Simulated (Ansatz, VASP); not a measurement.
# Cross-check of GaN between VASP and Ansatz, part 2 of 2

One calculation is typed for both programs; each brings its own data sets and cutoff. How far apart do they land?

VASP 6.6.1 and Ansatz 0.2.0.

So far: The starting structure; Ansatz: band structure, PBE, spin-orbit coupling; VASP: band structure, PBE, spin-orbit coupling.

### Step 3. VASP: band structure, PBE, spin-orbit coupling (continued)

Level of this step: PBE, spin-orbit coupling; plane waves and PAW (Ga_d_GW, N_GW) (VASP).

Numbers of over 12 decimals in the logs are rounded to 6 here.

Parts of OUTCAR (step 3):

```text
ion  position               nearest neighbor table
   1  0.000  0.000  0.000-   2 1.95   2 1.95   2 1.95   2 1.95
   2  0.750  0.750  0.750-   1 1.95   1 1.95   1 1.95   1 1.95

  LATTYP: Found a face centered cubic cell.
 ALAT       =     4.5070012150

 Subroutine GETGRP returns: Found 24 space group operations
 (whereof 24 operations were pure point group operations)

The static configuration has the point symmetry T_d .

 Found     22 irreducible k-points:

   k-points           NKPTS =     22   k-points in BZ     NKDIM =     22   number of bands    NBANDS=     30

   dimension x,y,z NGX =    24 NGY =   24 NGZ =   24
   dimension x,y,z NGXF=    48 NGYF=   48 NGZF=   48

   ENCUT  =  450.0 eV  33.07 Ry    5.75 a.u.   5.51  5.51  5.51*2*pi/ulx,y,z

   NELECT =      18.0000    total number of electrons

 k-points in reciprocal lattice and weights: Automatic mesh
   0.00000000  0.00000000  0.00000000       0.005
   0.16666667  0.00000000  0.00000000       0.019
  -0.16666667  0.00000000  0.00000000       0.019
   0.33333333  0.00000000  0.00000000       0.019
  -0.33333333  0.00000000  0.00000000       0.019
   0.50000000  0.00000000  0.00000000       0.019
   0.16666667  0.16666667  0.00000000       0.028
   0.33333333  0.16666667  0.00000000       0.056
  -0.33333333 -0.16666667  0.00000000       0.056
[...]
-0.33333333  0.33333333  0.16666667       0.111
  -0.33333333  0.50000000  0.16666667       0.056

 average (electrostatic) potential at core
       1 -63.7269       2 -61.4076

 E-fermi :   5.1520

 k-point     1 :       0.0000    0.0000    0.0000
  band No.  band energies     occupation
    ...
     14       5.0905      1.00000
     15       5.1016      1.00000
     16       5.1016      1.00000
     17       5.1016      1.00000
     18       5.1016      1.00000
     19       6.8224      0.00000
     20       6.8224      0.00000
     21      15.1723      0.00000
     22      15.1723      0.00000
     23      15.5064      0.00000
    ...

 k-point     2 :       0.1667    0.0000    0.0000
  band No.  band energies     occupation
    ...
     14       2.8151      1.00000
     15       4.8213      1.00000
     16       4.8213      1.00000
     17       4.8290      1.00000
     18       4.8390      1.00000
     19       8.4331      0.00000
     20       8.4331      0.00000
     21      14.3477      0.00000
     22      14.3477      0.00000
     23      15.6544      0.00000
    ...

 k-point     3 :      -0.1667    0.0000    0.0000
  band No.  band energies     occupation
    ...
     14       2.8151      1.00000
     15       4.8213      1.00000
     16       4.8213      1.00000
     17       4.8290      1.00000
     18       4.8390      1.00000
     19       8.4331      0.00000
     20       8.4331      0.00000
     21      14.3477      0.00000
     22      14.3477      0.00000
     23      15.6544      0.00000
    ...

  Total        0.4978920      0.4978920      0.4978920      0.0000000      0.0000000     -0.0000000
  in kB       34.8532026     34.8532026     34.8532026      0.0000000      0.0000000     -0.0000000
  external PRESSURE =      34.8532026 kB  Pullay stress =       0.0000000 kB

  energy-cutoff  :      450.00
  volume of cell :       22.89
      direct lattice vectors                 reciprocal lattice vectors
     0.000000000  2.253500607  2.253500607    -0.221877020  0.221877020  0.221877020
     2.253500607  0.000000000  2.253500607     0.221877020 -0.221877020  0.221877020
     2.253500607  2.253500607  0.000000000     0.221877020  0.221877020 -0.221877020

 POSITION                                       TOTAL-FORCE (eV/Angst)
 -----------------------------------------------------------------------------------
      0.00000      0.00000      0.00000         0.000000      0.000000      0.000000
      3.38025      3.38025      3.38025        -0.000000     -0.000000     -0.000000
 -----------------------------------------------------------------------------------
    total drift:                               -0.000002     -0.000002     -0.000002

  FREE ENERGIE OF THE ION-ELECTRON SYSTEM (eV)
  ---------------------------------------------------
  free  energy   TOTEN  =       -12.1368414248 eV

  energy  without entropy=      -12.1368414248  energy(sigma->0) =      -12.13684142

 Spin-Orbit-Coupling matrix elements
 Ion:    1  E_soc:     -0.0153622
 Ion:    2  E_soc:     -0.0001057

 total charge
# of ion       s       p       d       tot
------------------------------------------
    1        0.781   0.898  10.127  11.806
    2        1.200   2.453   0.000   3.653
--------------------------------------------------
tot          1.980   3.351  10.127  15.459

 magnetization (x)
# of ion       s       p       d       tot
------------------------------------------
    1       -0.000  -0.000  -0.000  -0.000
    2       -0.000  -0.000   0.000  -0.000
--------------------------------------------------
tot         -0.000  -0.000  -0.000  -0.000

 magnetization (y)
# of ion       s       p       d       tot
------------------------------------------
    1        0.000   0.000  -0.000   0.000
    2        0.000   0.000   0.000   0.000
--------------------------------------------------
tot          0.000   0.000  -0.000   0.000

 magnetization (z)
# of ion       s       p       d       tot
------------------------------------------
    1       -0.000   0.000   0.000  -0.000
    2        0.000  -0.000   0.000  -0.000
--------------------------------------------------
tot          0.000  -0.000   0.000  -0.000

[... 3 further parts left out ...]
```

The run ends at a pressure of 3.49 GPa.

### Step 4. Comparison

Known differences besides the potentials themselves: spin-orbit coupling enters by fully relativistic files in Ansatz and inside the spheres in VASP; the cutoff is 420 eV in Ansatz and 450 eV in VASP. Total energies have different zeros and are not compared.

Compared:

```tsv
quantity	Ansatz	VASP	difference
gap over the path points (eV)	1.711	1.721	-0.010
```

Levels at points of the path, from each program's valence-band top (eV; 6 filled, then empty):

```tsv
k (reciprocal lattice)	Ansatz	VASP
0.000 0.000 0.000	-0.01 -0.01 0.00 0.00 0.00 0.00 1.71 1.71 10.08 10.08	-0.01 -0.01 0.00 0.00 0.00 0.00 1.72 1.72 10.07 10.07
0.182 0.000 0.182	-2.38 -2.38 -0.93 -0.93 -0.91 -0.91 4.03 4.03 8.23 8.23	-2.38 -2.38 -0.93 -0.93 -0.90 -0.90 4.04 4.04 8.22 8.22
0.364 0.000 0.364	-5.08 -5.08 -2.33 -2.33 -2.29 -2.29 3.99 3.99 6.88 6.88	-5.07 -5.07 -2.32 -2.32 -2.28 -2.28 3.99 3.99 6.88 6.88
0.500 0.000 0.500	-6.13 -6.13 -2.73 -2.73 -2.69 -2.69 3.35 3.35 6.66 6.66	-6.13 -6.13 -2.72 -2.72 -2.68 -2.68 3.35 3.35 6.66 6.66
0.500 0.091 0.591	-6.03 -6.03 -3.05 -3.00 -2.98 -2.97 4.03 4.05 7.12 7.12	-6.03 -6.02 -3.04 -3.00 -2.98 -2.96 4.03 4.05 7.12 7.13
0.500 0.182 0.682	-5.80 -5.79 -3.55 -3.52 -3.48 -3.47 5.54 5.55 8.04 8.05	-5.80 -5.79 -3.55 -3.52 -3.48 -3.47 5.54 5.55 8.04 8.05
0.500 0.250 0.750	-5.70 -5.70 -3.72 -3.70 -3.65 -3.61 6.21 6.22 8.37 8.38	-5.70 -5.70 -3.71 -3.70 -3.65 -3.61 6.21 6.22 8.38 8.39
0.455 0.295 0.750	-5.76 -5.76 -4.04 -3.99 -3.08 -3.04 5.88 5.89 8.14 8.15	-5.76 -5.75 -4.03 -3.99 -3.08 -3.04 5.88 5.89 8.15 8.15
0.409 0.341 0.750	-5.85 -5.84 -4.23 -4.19 -2.39 -2.37 5.21 5.22 7.91 7.91	-5.85 -5.84 -4.23 -4.19 -2.39 -2.37 5.21 5.22 7.91 7.91
0.375 0.375 0.750	-5.87 -5.87 -4.28 -4.23 -2.18 -2.17 4.99 4.99 7.86 7.86	-5.87 -5.86 -4.28 -4.23 -2.18 -2.17 4.99 4.99 7.86 7.86
```

Among the levels compared at these points, filled levels agree within 8 meV and empty ones within 13 meV. Not compared: the pressure (VASP's GW data sets at this cutoff don't carry it).

### Step 5. What the set-up changes

Further runs change the set-up of one program: Ansatz's method, potentials or start, or VASP's data sets, cutoff or form of LDA. The table gives Ansatz less VASP for each quantity, since a change that brings one quantity closer may part another.

```tsv
run	gap over the path points (eV)
as above	-0.0097
Ansatz's larger PAW set (cutoff 1300 eV)	0.0072
norm-conserving potentials (cutoff 1143 eV)	0.032
```

### Step 6. What came out

| Quantity | Value |
| --- | --- |
| difference in gap over the path points (band structure, PBE, spin-orbit coupling) | -0.0097 eV |

**Reading.** The difference in gap over the path points is -0.0097 eV (band structure, PBE, spin-orbit coupling), within the 0.08 eV picked in this series as the mark of a large difference. Band structure, PBE, spin-orbit coupling, Ansatz's larger PAW set (cutoff 1300 eV): the difference in gap over the path points goes from -0.0097 to 0.0072 eV. Band structure, PBE, spin-orbit coupling, norm-conserving potentials (cutoff 1143 eV): the difference in gap over the path points goes from -0.0097 to 0.032 eV. 3 further runs of this series are not shown here. How closely two codes agree says nothing of how well the functional describes the real material.

[Lines on the potential files, build, host, timing and source positions are cut from VASP's logs without a mark.]

[Logs are printed without paths, hosts, clocks, repeated set-up lines and the standing remarks that a program may print on its own settings, such as how far it seeks lower states.]

[Hosts, paths, dates, database ids (printed as entryN), source tags and the programs' standing remarks are cut or masked in the printed files.]
